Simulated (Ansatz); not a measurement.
# Squeezing and shearing rock-salt KCl, displaced supercell (64 atoms), part 3 of 3

Aim: relax rock-salt KCl, displaced supercell (64 atoms), then change its volume and shape to read moduli from the stress.

Ansatz 0.2.0; Kohn-Sham DFT, r2SCAN, PAW (set soft_2), plane waves.

The cell: 32 K and 32 Cl. Only the Γ point is sampled.

So far. Step 7 (Volume -6 %): The relaxation converged after 2 steps, 0 eV below its start, with a largest force component of 0.0085 eV/Å. Step 7 (Volume -6 %): Volume -6 %: the energy stands 0.491 eV above that of the reference, at a pressure of 1.39 GPa.

### Step 8. Volume +6 %

The relaxed cell is scaled to another volume.

Contents of input.yaml:

```yaml
crystal:
  lattice:
    - [12.84969, 0.00665, 0.00016]
    - [0.00665, 12.84973, -0.0002]
    - [0.00016, -0.0002, 12.84969]
  atoms:
    [... the 64 atom lines of step 5 ...]
kpoints:
  mp_grid: { grid: [1, 1, 1] }
hamiltonian:
  xc: r2scan
scf:
  occupations: { method: gaussian, width: 0.025 }
output:
  forces: true
  eigenvalues: true
  stress: true
relax:
  f_tol: 0.05
  max_steps: 70
```

On the command line:

```console
$ ansatz run input.yaml --threads 4 --pin off --max-ram 8192MiB --backend cpu --events-out ev --progress --plain --runs-dir out
```

Numbers of over 12 decimals in the logs are rounded to 6 here.

The program printed:

```text
[...]
Crystal: 64 atoms, lattice volume = 2121.677 Å³
Basis set: ecut = 500 eV, 53927 PW (Γ), exchange–correlation on 384×384×384 points (64 copies of the dense FFT grid, shifted against one another)
Bands: 320, of which v1, the nominal top of the filled ones, is band 256 counted from 1 (255 counted from 0)
Symmetry: 1 space group operations
[...]
k-points: 1
[...]
SCF iter   1: F=—  HF=-84173.951347 eV  |F-HF|=—  |Δ(HF+E_count)|=         —  Δρ=3.80e-3  dr2=1.69e-1  dr2_τ=4.04e-2  ethr=1.77e-3  ⟨swp⟩=6.0  Hψ=1186  notcnv=0  defer=8
[...]
SCF iter   5: F=-84174.525150 eV  HF=-84174.525147 eV  |F-HF|=2.76e-6  |Δ(HF+E_count)|=   5.38e-5  Δρ=1.04e-5  dr2=1.38e-6  dr2_τ=2.36e-7  ethr=1.14e-8  ⟨swp⟩=3.0  Hψ=663  notcnv=0  defer=57
SCF iter   6: F=-84174.525150 eV  HF=-84174.525150 eV  |F-HF|=7.38e-9  |Δ(HF+E_count)|=   3.07e-6  Δρ=1.12e-6  dr2=3.89e-8  dr2_τ=3.32e-9  ethr=2.69e-10  ⟨swp⟩=23.0  Hψ=1887  notcnv=0
SCF 1 converged in 6 iterations: F = -84174.525150 eV  dr2 = 3.89e-8
[...]
relax step   1: F+E_penalty+E_count = -84174.52515022 eV  Δ(F+E_penalty+E_count) = +0.000e0 eV  max|allowed force component| = 5.169e-3 eV/Å  Δτ_max = 0.0000 Å  (6 SCF iters, dr2 threshold 6.25e-5 eV, accepted)
[...]
SCF iter   2: F=-84174.525150 eV  HF=-84174.525150 eV  |F-HF|=5.62e-9  |Δ(HF+E_count)|=   1.29e-8  Δρ=5.23e-7  dr2=6.93e-9  dr2_τ=5.18e-10  ethr=7.67e-12  ⟨swp⟩=3.0  Hψ=676  notcnv=0
SCF 2 converged in 2 iterations: F = -84174.525150 eV  dr2 = 6.93e-9
relax step   2: F+E_penalty+E_count = -84174.52515023 eV  Δ(F+E_penalty+E_count) = -1.132e-8 eV  max|allowed force component| = 5.157e-3 eV/Å  Δτ_max = 0.0000 Å  (2 SCF iters, accepted)
[...]
SCF iter   2: F=-84174.525150 eV  HF=-84174.525150 eV  |F-HF|=2.53e-9  |Δ(HF+E_count)|=   4.54e-9  Δρ=3.01e-7  dr2=1.93e-9  dr2_τ=1.25e-10  ethr=1.34e-12  ⟨swp⟩=3.0  Hψ=653  notcnv=0
SCF 3 converged in 2 iterations: F = -84174.525150 eV  dr2 = 1.93e-9
SCF converged after 2 iterations
Free energy (F): -84174.525150 eV
[...]
Internal energy: -84174.525150 eV  (E = F + TS)
E sigma→0 (E₀):  -84174.525150 eV
Fermi energy:    2.848451 eV
[...]
Σ components = -84174.525150   (vs F -84174.525150, Δ=0.00e0)
--- Forces (eV/Å), atoms counted from 1 ---
  atom   1  K      0.00188746     0.00063352     0.00001817
  atom   2  Cl    -0.00193422     0.00039366     0.00034953
  atom   3  K      0.00457377     0.00050609     0.00142851
  atom   4  Cl    -0.00419209     0.00196730     0.00084933
[...]
atom  64  Cl     0.00119473    -0.00168916     0.00036209
  max |Σ_I F_I| component: 5.99e-3 eV/Å
--- Stress (GPa, compression-positive) ---
       -0.962353      -0.007052      -0.000168
       -0.007052      -0.962644       0.000213
       -0.000168       0.000213      -0.962389
  P = ⅓ Tr σ = -0.9625 GPa (-9.625 kbar)
--- Band table (eV) ---
[...]
--- Relaxed structure (2 steps of the walk, 2 accepted, 0 SCFs on fresh bases) ---
  F+E_penalty+E_count = -84174.52515023 eV   max|allowed force component| = 5.157e-3 eV/Å
  atoms:
    - { symbol: K, position: [3.9999999999999996e-5, 0.00095, 0.99963] }
    - { symbol: Cl, position: [0.25018, 0.00088, 0.99976] }
    - { symbol: K, position: [9.999999999999997e-6, 0.25092, 0.24961] }
    - { symbol: Cl, position: [0.25041, 0.250720, 0.24971] }
[...]
- { symbol: Cl, position: [0.50015, 0.751120, 0.499980] }
```

The job ended after 99 s (4 threads of Arm Neoverse V2, shared host; peak memory 4.8 GiB; 6.5 min of CPU time).

The relaxation converged after 2 steps, 0 eV below its start, with a largest force component of 0.0052 eV/Å.

Volume +6 %: the energy stands 0.380 eV above that of the reference, at a pressure of -0.962 GPa.

### Step 9. Volume -10 %

The relaxed cell is scaled to another volume.

Input and log are left out; they have the form of those shown for this kind of step.

Wall time 85 s (4 threads of Arm Neoverse V2, shared host); peak memory 4.2 GiB; 5.5 min of CPU time.

The relaxation converged after 2 steps, 0 eV below its start, with a largest force component of 0.010 eV/Å.

Volume -10 %: the energy stands 1.48 eV above that of the reference, at a pressure of 2.63 GPa.

### Step 10. Stretched by 1 % along x

The relaxed cell is strained along x alone, which gives the stiffness along x and its coupling to y and z.

input.yaml, the sections that differ from step 8:

```yaml
crystal:
  lattice:
    - [12.72855, 0.00652, 0.00016]
    - [0.00659, 12.60256, -0.0002]
    - [0.00016, -0.0002, 12.60252]
  atoms:
    [... the 64 atom lines of step 5 ...]
# kpoints, hamiltonian, scf, output, relax: as in step 8
```

The program printed:

```text
[...]
Crystal: 64 atoms, lattice volume = 2021.599 Å³
Basis set: ecut = 500 eV, 51259 PW (Γ), exchange–correlation on 384×384×384 points (64 copies of the dense FFT grid, shifted against one another)
Bands: 320, of which v1, the nominal top of the filled ones, is band 256 counted from 1 (255 counted from 0)
Symmetry: 1 space group operations
[...]
k-points: 1
[...]
SCF iter   1: F=—  HF=-84174.289303 eV  |F-HF|=—  |Δ(HF+E_count)|=         —  Δρ=3.85e-3  dr2=1.63e-1  dr2_τ=4.68e-2  ethr=1.77e-3  ⟨swp⟩=5.0  Hψ=1114  notcnv=0  defer=49
[...]
SCF iter   6: F=-84174.878128 eV  HF=-84174.878128 eV  |F-HF|=5.30e-9  |Δ(HF+E_count)|=   2.57e-6  Δρ=1.12e-6  dr2=3.71e-8  dr2_τ=3.11e-9  ethr=2.27e-10  ⟨swp⟩=22.0  Hψ=2272  notcnv=0
SCF 1 converged in 6 iterations: F = -84174.878128 eV  dr2 = 3.71e-8
[...]
relax step   1: F+E_penalty+E_count = -84174.87812834 eV  Δ(F+E_penalty+E_count) = +0.000e0 eV  max|allowed force component| = 6.523e-3 eV/Å  Δτ_max = 0.0000 Å  (6 SCF iters, dr2 threshold 6.25e-5 eV, accepted)
[...]
SCF iter   2: F=-84174.878128 eV  HF=-84174.878128 eV  |F-HF|=4.76e-9  |Δ(HF+E_count)|=   1.06e-8  Δρ=5.28e-7  dr2=6.91e-9  dr2_τ=4.86e-10  ethr=7.32e-12  ⟨swp⟩=3.0  Hψ=676  notcnv=0
SCF 2 converged in 2 iterations: F = -84174.878128 eV  dr2 = 6.91e-9
relax step   2: F+E_penalty+E_count = -84174.87812835 eV  Δ(F+E_penalty+E_count) = -1.010e-8 eV  max|allowed force component| = 6.522e-3 eV/Å  Δτ_max = 0.0000 Å  (2 SCF iters, accepted)
[...]
SCF iter   2: F=-84174.878128 eV  HF=-84174.878128 eV  |F-HF|=2.27e-9  |Δ(HF+E_count)|=   3.89e-9  Δρ=3.03e-7  dr2=1.94e-9  dr2_τ=1.18e-10  ethr=1.34e-12  ⟨swp⟩=3.0  Hψ=653  notcnv=0
SCF 3 converged in 2 iterations: F = -84174.878128 eV  dr2 = 1.94e-9
SCF converged after 2 iterations
Free energy (F): -84174.878128 eV
[...]
Internal energy: -84174.878128 eV  (E = F + TS)
E sigma→0 (E₀):  -84174.878128 eV
Fermi energy:    3.235124 eV
[...]
--- Forces (eV/Å), atoms counted from 1 ---
  atom   1  K      0.00225171     0.00136301    -0.00022194
  atom   2  Cl    -0.00227890     0.00057978     0.00046941
  atom   3  K      0.00538051     0.00077462     0.00156626
  atom   4  Cl    -0.00443493     0.00229687     0.00107953
  atom   5  K      0.00096437    -0.00062224     0.00088292
  atom   6  Cl    -0.00068858     0.00067388     0.00042163
  atom   7  K      0.00211749    -0.00145864    -0.00164442
  atom   8  Cl     0.00187588    -0.00031589    -0.00108403
  atom   9  K     -0.00257991     0.00130517    -0.00087195
  atom  10  Cl     0.00206436    -0.00311915    -0.00097202
  atom  11  K      0.00089585    -0.00137559     0.00104469
  atom  12  Cl    -0.00084001     0.00094236     0.00055846
  atom  13  K     -0.00222819     0.00266762    -0.00088347
  atom  14  Cl     0.00254474    -0.00034885     0.00214904
[...]
atom  63  K     -0.00388900    -0.00316232     0.00126106
  atom  64  Cl     0.00164049    -0.00158179     0.00073451
  max |Σ_I F_I| component: 8.78e-4 eV/Å
--- Stress (GPa, compression-positive) ---
       -0.424035      -0.006739      -0.000161
       -0.006739      -0.051223       0.000209
       -0.000161       0.000209      -0.050991
  P = ⅓ Tr σ = -0.1754 GPa (-1.754 kbar)
--- Band table (eV) ---
[...]
--- Relaxed structure (2 steps of the walk, 2 accepted, 0 SCFs on fresh bases) ---
  F+E_penalty+E_count = -84174.87812835 eV   max|allowed force component| = 6.522e-3 eV/Å
  atoms:
    - { symbol: K, position: [3.9999999999999996e-5, 0.00095, 0.99963] }
    - { symbol: Cl, position: [0.25018, 0.00088, 0.99976] }
    - { symbol: K, position: [1.0000000000000013e-5, 0.250920, 0.24961] }
    - { symbol: Cl, position: [0.25041, 0.250720, 0.249710] }
[...]
- { symbol: Cl, position: [0.50015, 0.751120, 0.49998] }
```

The job ended after 97 s (4 threads; peak memory 4.8 GiB; 6.3 min of CPU time).

The relaxation converged after 2 steps, 0 eV below its start, with a largest force component of 0.0065 eV/Å.

Stretched by 1 % along x: the energy stands 0.0267 eV above that of the reference, at a pressure of -0.175 GPa.

### Step 11. Compressed by 1 % along x

The relaxed cell is strained along x alone, which gives the stiffness along x and its coupling to y and z.

input.yaml, the sections that differ from step 10:

```yaml
crystal:
  lattice:
    - [12.47649, 0.00652, 0.00016]
    - [0.00645, 12.60256, -0.0002]
    - [0.00016, -0.0002, 12.60252]
  atoms:
    [... the 64 atom lines of step 5 ...]
# kpoints, hamiltonian, scf, output, relax: as in step 10
```

The program printed:

```text
[...]
Crystal: 64 atoms, lattice volume = 1981.566 Å³
Basis set: ecut = 500 eV, 50323 PW (Γ), exchange–correlation on 384×384×384 points (64 copies of the dense FFT grid, shifted against one another)
Bands: 320, of which v1, the nominal top of the filled ones, is band 256 counted from 1 (255 counted from 0)
Symmetry: 1 space group operations
[...]
k-points: 1
[...]
SCF iter   1: F=—  HF=-84174.275566 eV  |F-HF|=—  |Δ(HF+E_count)|=         —  Δρ=3.88e-3  dr2=1.60e-1  dr2_τ=4.99e-2  ethr=1.77e-3  ⟨swp⟩=5.0  Hψ=1121  notcnv=0  defer=52
[...]
SCF iter   6: F=-84174.874311 eV  HF=-84174.874311 eV  |F-HF|=4.29e-9  |Δ(HF+E_count)|=   2.37e-6  Δρ=1.14e-6  dr2=3.71e-8  dr2_τ=3.22e-9  ethr=2.14e-10  ⟨swp⟩=17.0  Hψ=2238  notcnv=0
SCF 1 converged in 6 iterations: F = -84174.874311 eV  dr2 = 3.71e-8
[...]
relax step   1: F+E_penalty+E_count = -84174.87431100 eV  Δ(F+E_penalty+E_count) = +0.000e0 eV  max|allowed force component| = 7.365e-3 eV/Å  Δτ_max = 0.0000 Å  (6 SCF iters, dr2 threshold 6.25e-5 eV, accepted)
[...]
SCF iter   2: F=-84174.874311 eV  HF=-84174.874311 eV  |F-HF|=4.69e-9  |Δ(HF+E_count)|=   9.49e-9  Δρ=5.34e-7  dr2=6.99e-9  dr2_τ=4.79e-10  ethr=7.35e-12  ⟨swp⟩=3.0  Hψ=676  notcnv=0
SCF 2 converged in 2 iterations: F = -84174.874311 eV  dr2 = 6.99e-9
relax step   2: F+E_penalty+E_count = -84174.87431101 eV  Δ(F+E_penalty+E_count) = -1.001e-8 eV  max|allowed force component| = 7.367e-3 eV/Å  Δτ_max = 0.0000 Å  (2 SCF iters, accepted)
[...]
SCF iter   2: F=-84174.874311 eV  HF=-84174.874311 eV  |F-HF|=2.30e-9  |Δ(HF+E_count)|=   3.73e-9  Δρ=3.05e-7  dr2=1.99e-9  dr2_τ=1.16e-10  ethr=1.35e-12  ⟨swp⟩=3.0  Hψ=653  notcnv=0
SCF 3 converged in 2 iterations: F = -84174.874311 eV  dr2 = 1.99e-9
SCF converged after 2 iterations
Free energy (F): -84174.874311 eV
[...]
Internal energy: -84174.874311 eV  (E = F + TS)
E sigma→0 (E₀):  -84174.874311 eV
Fermi energy:    3.404274 eV
[...]
--- Forces (eV/Å), atoms counted from 1 ---
  atom   1  K      0.00300455     0.00138535    -0.00025305
  atom   2  Cl    -0.00307904     0.00058277     0.00041827
  atom   3  K      0.00737583     0.00081088     0.00152135
  atom   4  Cl    -0.00552590     0.00222827     0.00105137
  atom   5  K      0.00150737    -0.00059236     0.00092007
  atom   6  Cl    -0.00060269     0.00066791     0.00038689
  atom   7  K      0.00257678    -0.00140872    -0.00160337
  atom   8  Cl     0.00222498    -0.00026533    -0.00109292
  atom   9  K     -0.00360267     0.00130165    -0.00091281
  atom  10  Cl     0.00260532    -0.00310779    -0.00097762
  atom  11  K      0.00105422    -0.00139406     0.00100136
  atom  12  Cl    -0.00121783     0.00085005     0.00049267
  atom  13  K     -0.00256238     0.00259474    -0.00084178
  atom  14  Cl     0.00368056    -0.00028755     0.00206103
[...]
atom  63  K     -0.00476895    -0.00311690     0.00122531
  atom  64  Cl     0.00273933    -0.00150379     0.00078608
  max |Σ_I F_I| component: 5.96e-4 eV/Å
--- Stress (GPa, compression-positive) ---
        0.500055      -0.006603      -0.000160
       -0.006603       0.062949       0.000202
       -0.000160       0.000202       0.063179
  P = ⅓ Tr σ = 0.2087 GPa (2.087 kbar)
--- Band table (eV) ---
[...]
--- Relaxed structure (2 steps of the walk, 2 accepted, 0 SCFs on fresh bases) ---
  F+E_penalty+E_count = -84174.87431101 eV   max|allowed force component| = 7.367e-3 eV/Å
  atoms:
    - { symbol: K, position: [4.0e-5, 0.00095, 0.999630] }
    - { symbol: Cl, position: [0.250180, 0.00088, 0.999760] }
    - { symbol: K, position: [1.0000000000000014e-5, 0.25092, 0.249610] }
    - { symbol: Cl, position: [0.25041, 0.25072, 0.24971] }
[...]
- { symbol: Cl, position: [0.50015, 0.751120, 0.499980] }
```

Wall time 94 s (4 threads); peak memory 4.7 GiB.

The relaxation converged after 2 steps, 0 eV below its start, with a largest force component of 0.0074 eV/Å.

Compressed by 1 % along x: the energy stands 0.0305 eV above that of the reference, at a pressure of 0.209 GPa.

### Step 12. Sheared by 2 % in xy

A shear of the relaxed cell gives the modulus that volume changes can't reach.

input.yaml, the sections that differ from step 11:

```yaml
crystal:
  lattice:
    - [12.60259, 0.13255, 0.00016]
    - [0.13255, 12.60263, -0.0002]
    - [0.00016, -0.0002, 12.60252]
  atoms:
    [... the 64 atom lines of step 5 ...]
# kpoints, hamiltonian, scf, output, relax: as in step 11
```

The program printed:

```text
[...]
Crystal: 64 atoms, lattice volume = 2001.384 Å³
Basis set: ecut = 500 eV, 50805 PW (Γ), exchange–correlation on 384×384×384 points (64 copies of the dense FFT grid, shifted against one another)
Bands: 320, of which v1, the nominal top of the filled ones, is band 256 counted from 1 (255 counted from 0)
Symmetry: 1 space group operations
[...]
k-points: 1
[...]
SCF iter   1: F=—  HF=-84174.293850 eV  |F-HF|=—  |Δ(HF+E_count)|=         —  Δρ=3.86e-3  dr2=1.61e-1  dr2_τ=4.82e-2  ethr=1.77e-3  ⟨swp⟩=5.0  Hψ=1115  notcnv=0  defer=49
[...]
SCF iter   5: F=-84174.887169 eV  HF=-84174.887167 eV  |F-HF|=2.22e-6  |Δ(HF+E_count)|=   4.79e-5  Δρ=9.77e-6  dr2=1.14e-6  dr2_τ=2.06e-7  ethr=1.08e-8  ⟨swp⟩=3.0  Hψ=596  notcnv=0  defer=60
SCF iter   6: F=-84174.887170 eV  HF=-84174.887170 eV  |F-HF|=4.26e-9  |Δ(HF+E_count)|=   2.49e-6  Δρ=1.16e-6  dr2=3.91e-8  dr2_τ=3.35e-9  ethr=2.22e-10  ⟨swp⟩=21.0  Hψ=1846  notcnv=0
SCF 1 converged in 6 iterations: F = -84174.887170 eV  dr2 = 3.91e-8
[...]
relax step   1: F+E_penalty+E_count = -84174.88716969 eV  Δ(F+E_penalty+E_count) = +0.000e0 eV  max|allowed force component| = 6.475e-3 eV/Å  Δτ_max = 0.0000 Å  (6 SCF iters, dr2 threshold 6.25e-5 eV, accepted)
[...]
SCF iter   2: F=-84174.887170 eV  HF=-84174.887170 eV  |F-HF|=5.01e-9  |Δ(HF+E_count)|=   9.74e-9  Δρ=5.40e-7  dr2=7.25e-9  dr2_τ=5.06e-10  ethr=7.74e-12  ⟨swp⟩=3.0  Hψ=676  notcnv=0
SCF 2 converged in 2 iterations: F = -84174.887170 eV  dr2 = 7.25e-9
relax step   2: F+E_penalty+E_count = -84174.88716971 eV  Δ(F+E_penalty+E_count) = -1.054e-8 eV  max|allowed force component| = 6.475e-3 eV/Å  Δτ_max = 0.0000 Å  (2 SCF iters, accepted)
[...]
SCF iter   2: F=-84174.887170 eV  HF=-84174.887170 eV  |F-HF|=2.44e-9  |Δ(HF+E_count)|=   3.99e-9  Δρ=3.09e-7  dr2=2.05e-9  dr2_τ=1.21e-10  ethr=1.40e-12  ⟨swp⟩=3.0  Hψ=653  notcnv=0
SCF 3 converged in 2 iterations: F = -84174.887170 eV  dr2 = 2.05e-9
SCF converged after 2 iterations
Free energy (F): -84174.887170 eV
[...]
Internal energy: -84174.887170 eV  (E = F + TS)
E sigma→0 (E₀):  -84174.887170 eV
Fermi energy:    3.328132 eV
[...]
Σ components = -84174.887170   (vs F -84174.887170, Δ=0.00e0)
--- Forces (eV/Å), atoms counted from 1 ---
  atom   1  K      0.00260705     0.00137267    -0.00024510
  atom   2  Cl    -0.00266580     0.00055645     0.00043770
  atom   3  K      0.00631217     0.00083236     0.00154051
  atom   4  Cl    -0.00486378     0.00213763     0.00107469
[...]
atom  64  Cl     0.00210630    -0.00148048     0.00076043
  max |Σ_I F_I| component: 2.30e-4 eV/Å
--- Stress (GPa, compression-positive) ---
        0.004919      -0.136245      -0.000149
       -0.136245       0.004673       0.000196
       -0.000149       0.000196       0.001697
  P = ⅓ Tr σ = 0.0038 GPa (0.038 kbar)
--- Band table (eV) ---
[...]
--- Relaxed structure (2 steps of the walk, 2 accepted, 0 SCFs on fresh bases) ---
  F+E_penalty+E_count = -84174.88716971 eV   max|allowed force component| = 6.475e-3 eV/Å
  atoms:
    - { symbol: K, position: [3.9999999999999996e-5, 0.00095, 0.999630] }
    - { symbol: Cl, position: [0.250180, 0.00088, 0.999760] }
    - { symbol: K, position: [9.999999999999801e-6, 0.25092, 0.249610] }
    - { symbol: Cl, position: [0.250410, 0.250720, 0.249710] }
[...]
- { symbol: Cl, position: [0.500150, 0.75112, 0.499980] }
```

It took 92 s on 4 threads; peak memory 4.8 GiB; 6 min of CPU time.

The relaxation converged after 2 steps, 0 eV below its start, with a largest force component of 0.0065 eV/Å.

Sheared by 2 % in xy: the energy stands 0.0176 eV above that of the reference, at a pressure of 0.00376 GPa.

### Step 13. Pressure against volume

Atoms are relaxed at each volume, in the scaled cell.

```
volume change (%)  volume (Å³/atom)  energy change (meV/atom)  pressure (GPa)  largest move on relaxing (Å)  bonds  gap (eV)
              -10            28.147                     23.17            2.63                          0.00    192                6.20
               -6            29.398                      7.67            1.39                          0.00    192                6.03
               -3            30.336                      1.81            0.63                          0.00    192                5.92
               +0            31.275                      0.00            0.01                             -    192                5.81
               +3            32.213                      1.55           -0.52                          0.00    192                5.71
               +6            33.151                      5.93           -0.96                          0.00    192                5.61
```

### Step 14. Uniaxial strain and shear

Stress (GPa, compression positive) less that of the relaxed cell, atoms relaxed:

```
                   strain      xx      yy      zz      xy  energy change (meV/atom)
 stretched by 1 % along x  -0.429  -0.056  -0.056   0.000                      0.42
compressed by 1 % along x   0.495   0.058   0.058   0.000                      0.48
     sheared by 2 % in xy   0.000   0.000  -0.003  -0.130                      0.28
```

### Step 15. Outcome

The bulk modulus, from the slope of pressure against ln V over the three points nearest the relaxed volume, is 19.3 GPa; a quadratic over all points gives a pressure derivative of about 5.4. The gap goes from 6.20 eV at the smallest volume to 5.61 eV at the largest, -3.6 eV per unit of ln V by a straight line, on the run's k-points. In the Cartesian axes of the cell, finite differences give C11 = 46.2, C12 = 5.71, C13 = 5.71 and C66 = 6.48 GPa (the shear of 2 % is the engineering strain, εxy = 0.01). The mean of C11, C12 and C13, which equals the bulk modulus in a cubic or isotropic solid, is 19.2 GPa: it agrees with the bulk modulus within 10 %.

Caveats: Strains are finite and relaxations stop at the force tolerance of the input, which can leave moduli too stiff; they are those of a static cell at zero temperature. Volumes are changed with the cell's shape held, so in an anisotropic solid the modulus lies over the one under free hydrostatic load. The program notes that the SCF threshold of the relaxations is loose for the stress.

The DFT runs together took 16 min of wall time.

[Logs are printed without paths, hosts, clocks, repeated set-up lines and the standing remarks that a program may print on its own settings, such as how far it seeks lower states.]

[Hosts, paths, dates, database ids (printed as entryN), source tags and the programs' standing remarks are cut or masked in the printed files.]
